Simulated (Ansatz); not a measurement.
# SiO2: the cost of one run

Computed with Ansatz 0.2.0 (DFT PBE, scalar-relativistic, plane waves, PAW, unless a step's input says otherwise).

4 further runs of the same task are left out: 1 that didn't finish, 3 set aside as unsound or not needed.

### 1 The system as given

The structure is tetragonal, space group I-42d (No. 122). Conventional cell: a = 5.027 Å, b = 5.027 Å, c = 7.379 Å, α = 90.00°, β = 90.00°, γ = 90.00°. Si (site symmetry -4) is surrounded by 4 O at 1.63 Å. O (site symmetry 2) has 2 Si at 1.63 Å as nearest neighbours.

Structure file:

```cif
data_structure
_symmetry_space_group_name_H-M 'I-42d'
_symmetry_Int_Tables_number 122
_cell_length_a 5.0267
_cell_length_b 5.0267
_cell_length_c 7.3788
_cell_angle_alpha 90.000
_cell_angle_beta 90.000
_cell_angle_gamma 90.000
_cell_volume 186.45
loop_
_atom_site_label
_atom_site_type_symbol
_atom_site_symmetry_multiplicity
_atom_site_Wyckoff_symbol
_atom_site_fract_x
_atom_site_fract_y
_atom_site_fract_z
_atom_site_occupancy
Si1 Si 4 a 0.00000 0.00000 0.00000 1
O1 O 8 d 0.25000 0.59201 0.37500 1
```

This cell was relaxed beforehand with the same method: volume 15.54 Å³/atom, gap on the mesh 5.73 eV.

### 2 Static run: bands, density of states and charges

The input, input.yaml:

```yaml
crystal:
  lattice:
    - [-2.5133692874, 2.5133692874, 3.6893906329]
    - [2.5133692874, -2.5133692874, 3.6893906329]
    - [2.5133692874, 2.5133692874, -3.6893906329]
  atoms:
    - { symbol: Si, position: [0.0, 0.0, 0.0] }
    - { symbol: Si, position: [0.75, 0.25, 0.5] }
    - { symbol: O, position: [0.9670112619, 0.625, 0.8420112619] }
    - { symbol: O, position: [0.375, 0.2170112619, 0.3420112619] }
    - { symbol: O, position: [0.7829887381, 0.125, 0.1579887381] }
    - { symbol: O, position: [0.875, 0.0329887381, 0.6579887381] }
basis:
  ecutwfc: 420
kpoints:
  mp_grid: { grid: [6, 6, 6] }
  band_path:
    path:
      - [[0.0, 0.0, 0.0], [0.0, 0.0, 0.5], [0.25, 0.25, 0.25], [0.0, 0.5, 0.0], [0.0, 0.0, 0.0], [0.5, 0.5, -0.5], [0.3660228, 0.6339772, -0.3660228]]
      - [[-0.3660228, 0.3660228, 0.3660228], [0.0, 0.0, 0.0]]
      - [[0.0, 0.0, 0.5], [-0.2320456, 0.2320456, 0.5]]
      - [[0.5, 0.5, -0.2320456], [0.5, 0.5, -0.5]]
    npoints: 14
hamiltonian:
  xc: pbe
scf:
  occupations: { method: gaussian, width: 0.02 }
  n_extra_bands: 15
output:
  forces: true
  stress: true
  eigenvalues: true
  populations: true
  dos: { projected: true, de: 0.02, nscf_kmesh: { grid: [9, 9, 9] } }
  bader: true
```

Started as:

```sh
> ansatz run input.yaml --threads 1 --pin off --max-ram 2560MiB --backend cpu --events-out ev --progress --plain --runs-dir out
```

Q: Estimate wall time and peak memory on 1 thread of Arm Neoverse V1, shared host.

About 2 min, with a peak of 0.44 GiB.
